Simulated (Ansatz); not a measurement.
The system is LiF (Griceite).

```
F Li
1.0
     0.00000    2.01400    2.01400
     2.01400    0.00000    2.01400
     2.01400    2.01400    0.00000
F Li
1 1
Direct
  0.50000 0.50000 0.50000
  0.00000 0.00000 0.00000
```

Base run:

- Program: Ansatz 0.2.0
- Functional: PBEsol
- Potentials or basis: all-electron LAPW, scalar-relativistic
- Cutoff: 287 eV
- Density cutoff: 1149 eV
- Basis error allowed: 0.001 eV/atom
- k mesh: 11 × 11 × 11
- Occupations: fermi-dirac, width 0.05 eV
- Spin: no spin polarisation

Its results: band gap on the k mesh 8.90 eV, direct; pressure -1.2 GPa.

Problem. After a change of settings the same cell gave: band gap on the k mesh 8.82 eV, direct; pressure -6.4 GPa. Which change was it?
A. potentials or basis from all-electron LAPW, scalar-relativistic to all-electron PAW datasets made for the crystal; k mesh from 11 × 11 × 11 to 8 × 8 × 8
B. functional from PBEsol to LDA
C. functional from PBEsol to PBE; occupations from fermi-dirac, width 0.05 eV to gaussian, width 0.05 eV
D. functional from PBEsol to RPBE; occupations from fermi-dirac, width 0.05 eV to gaussian, width 0.1 eV

Solution. B.

LDA binds more tightly than PBEsol, so the same cell stands under less pressure.

Caveats: an odd mesh through Γ misses points on the zone boundary, where band edges often lie (some runs).

Not every run made on this cell is shown here.
